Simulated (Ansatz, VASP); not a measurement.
## One calculation of ZnO, two programs

The input INCAR:

```
SYSTEM = ZnO
  PREC = Accurate
  ENCUT = 520
  EDIFF = 1E-6
  ISMEAR = 0
  SIGMA = 0.02
  LREAL = .False.
  LASPH = .True.
  NELM = 100
  ALGO = Normal
  ISIF = 2
  LWAVE = .False.
  LCHARG = .False.
  GGA = PS
  NBANDS = 26
```

File KPOINTS:

```
regular mesh
0
Gamma
  9 9 6
  0 0 0
```

The input POSCAR:

```
ZnO
1.0
    3.1659064171      0.0000000000      0.0000000000
   -1.5829532085      2.7417553832      0.0000000000
    0.0000000000      0.0000000000      5.3164627934
Zn O
2 2
Direct
    0.6666666667      0.3333333333      0.5058056540
    0.3333333333      0.6666666667      0.0058056540
    0.6666666667      0.3333333333      0.8745043460
    0.3333333333      0.6666666667      0.3745043460
```

Input for Ansatz:

```yaml
crystal:
  lattice:
    - [3.1659064171, 0.0, 0.0]
    - [-1.5829532085, 2.7417553832, 0.0]
    - [0.0, 0.0, 5.3164627934]
  atoms:
    - { symbol: Zn, position: [0.6666666667, 0.3333333333, 0.505805654] }
    - { symbol: Zn, position: [0.3333333333, 0.6666666667, 0.005805654] }
    - { symbol: O, position: [0.6666666667, 0.3333333333, 0.874504346] }
    - { symbol: O, position: [0.3333333333, 0.6666666667, 0.374504346] }
basis:
  ecutwfc: 420
kpoints:
  mp_grid: { grid: [9, 9, 6] }
  band_path: { path: [VBM, CBM], npoints: 2 }
hamiltonian:
  xc: pbesol
scf:
  occupations: { method: gaussian, width: 0.02 }
output:
  forces: true
  stress: true
  eigenvalues: true
checkpoint:
  read: start.run
  write: ck
  compress: false
  write_wavefunctions: false
  write_every: 100000
```

Alike in both runs: task single point; functional PBEsol; k mesh 9 × 9 × 6; occupations gaussian, width 0.02 eV; no spin polarisation.

```csv
,VASP,Ansatz
version,VASP 6.6.1,Ansatz 0.2.0
potentials or method,"VASP PAW PBE potentials, release 64 (Zn, O)","scalar-relativistic, plane waves, PAW"
plane-wave cutoff (eV),520,420
valence electrons in the cell,36,36
```

```csv
,VASP,Ansatz,Ansatz less VASP
gap on the k mesh at the Fermi level (eV),0.66,0.67,+0.013
least direct gap on the mesh (eV),0.66,0.67,+0.013
pressure (GPa),3.9,2.9,-1.02
largest component of the traceless stress (GPa),2.93,2.92,-0.014
rms of the force components (eV/Å),0.005,0.000,-0.0053
```

Atom by atom the forces differ by 0.005 eV/Å (rms over components).

Caveats: the PAW data sets were made with another functional, which shifts forces and pressure a little (VASP).
